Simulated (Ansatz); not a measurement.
**How Si2Mo stores the work of compression**

Theory: DFT PBE, scalar-relativistic, plane waves, PAW in Ansatz. Settings: 420 eV cutoff, 18×18×18 k-mesh, Gaussian smearing of 0.10 eV, no spin polarisation.

Starting point, cell and atoms relaxed:

```
CELL_PARAMETERS angstrom
-1.60842 1.60842 3.93651
1.60842 -1.60842 3.93651
1.60842 1.60842 -3.93651
ATOMIC_POSITIONS crystal
Si 0.33510 0.33510 0.00000
Si 0.66490 0.66490 0.00000
Mo 0.00000 0.00000 0.00000
```

Cell and atoms were relaxed at each target pressure within the start's symmetry (I4/mmm), at zero temperature; other phases can be more stable under pressure. H = E + PV with P the target; E is the free energy at the smearing used, whose derivative the pressure is, per atom and counted from zero pressure. The mesh named is that at zero pressure; some other pressures ran on another.

| P (GPa) | V (Å³/atom) | E − E0 (meV) | H − H0 (meV) |
| --- | --- | --- | --- |
| 0 | 13.578 | 0.0 | 0.0 |
| 2 | 13.449 | 0.8 | 168.7 |
| 5 | 13.267 | 4.7 | 418.8 |
| 10 | 12.990 | 17.6 | 828.4 |
| 20 | 12.514 | 61.7 | 1623.8 |
| 40 | 11.768 | 198.9 | 3136.9 |

Question: Thermodynamics gives dH/dP = V along a relaxed path. Integrate V over P by the trapezoid rule and compare with the computed enthalpies.

Answer: With 1 eV/Å³ = 160.22 GPa, each step adds the mean volume times ΔP / 160.22:
```
P (GPa)  ∫V dP (meV) H − H0 (meV) difference (meV)
      2        168.7         168.7               0.0
      5        418.8         418.8               0.0
     10        828.5         828.4               0.1
     20       1624.5        1623.8               0.7
     40       3140.0        3136.9               3.1
```

V(P) curves upward, so the trapezoid rule runs high; integrating a smooth curve through the same points (P as a polynomial of degree 4 in ln V) puts that excess at about 2.9 meV at 40 GPa, against the 3.1 meV found.

Question: At 40 GPa, how much of the enthalpy change is stored energy and how much is the PV term?

Answer: E rises by 199 meV/atom and PV is 40 × 11.768 / 160.22 = 2938 meV/atom, so PV makes 94 % of ΔH. So between rival structures at high pressure a small difference in volume can outweigh the difference in energy: 1 % of this volume is worth 29.4 meV/atom at this pressure.

Question: What bulk modulus do the lowest pressures give?

Answer: From the pressures that the runs reached, -2.01 GPa (13.717 Å³) and 1.99 GPa (13.449 Å³), B = −ΔP/Δln V = 4.00 / 0.0197 = 204 GPa, a mean over that range.